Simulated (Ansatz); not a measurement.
# SnO$_{2}$: the gap under strain

SnO$_{2}$, P4_2/mnm, a = 4.769 Å, c = 3.212 Å. Ansatz: PBEsol, PAW, 420 eV, Γ-centred 6×6×8 mesh on 6 atoms, Gaussian smearing 0.02 eV; no spin polarisation. Series: strain along c alone, the other axes held, atoms relaxed; x is the strain in per cent. The gap is sought over the whole zone.

| x (%) | gap y (eV) |
| --- | --- |
| -6.0 | 1.713 |
| -4.0 | ? |
| -2.0 | 1.192 |
| 0.0 | 0.918 |
| 2.0 | 0.645 |
| 4.0 | 0.377 |
| 6.0 | 0.121 |

Q: Fit y = E0 + c1 x + c2 x² to the other rows, give the deformation potential for this strain, and predict the missing gap.

A: Least squares on the rows shown. y = 0.91720 − 0.13338 x − 3.8690×10⁻⁵ x². The deformation potential is 100 c1 = -13.34 eV per unit strain. At x = -4.0 the fit asked for gives 1.450 eV. The run gave 1.459 eV, so the fit is 0.009 eV too low, within twice the rms miss on the fitted rows (0.005 eV).

Semilocal functionals give gaps under the measured ones; changes of the gap mostly carry over better.